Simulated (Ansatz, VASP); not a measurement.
## One calculation of Sb, two programs

```
Sb
1.0
     2.16160    1.24800    3.68019
    -2.16160    1.24800    3.68019
     0.00000   -2.49600    3.68019
Sb
2
Cartesian
  0.0000 0.0000 2.6077
  0.0000 0.0000 8.4328
```

Alike in both runs: functional PBE; dispersion D3(BJ); k mesh 12 × 12 × 12; occupations gaussian, width 0.1 eV; no spin polarisation.

Ansatz relaxed the structure, and its values are those at the end. VASP's run is a single point on that final structure, the one shown.

|  | VASP | Ansatz |
| --- | --- | --- |
| version | VASP 6.6.1 | Ansatz 0.2.0 |
| potentials or method | VASP PAW PBE potentials, release 64 (Sb) | scalar-relativistic, plane waves, PAW |
| plane-wave cutoff (eV) | 520 | 420 |
| valence electrons in the cell | 10 | 30 |

VASP gave:

- gap on the k mesh at the Fermi level (eV): none
- pressure (GPa): 0.0
- rms of the force components (eV/Å): 0.021

Q: Estimate Ansatz's values.

A: gap on the k mesh at the Fermi level (eV): none; pressure (GPa): 0.0; rms of the force components (eV/Å): 0.001.

A gap of «none» marks a metal or a gap that the smearing closes. The two sets of potentials don't hold the same shells in valence.

Caveats: pairwise dispersion overbinds metals, which lowers pressure and volume. Spin-orbit coupling is left out, which matters for the levels of Sb.
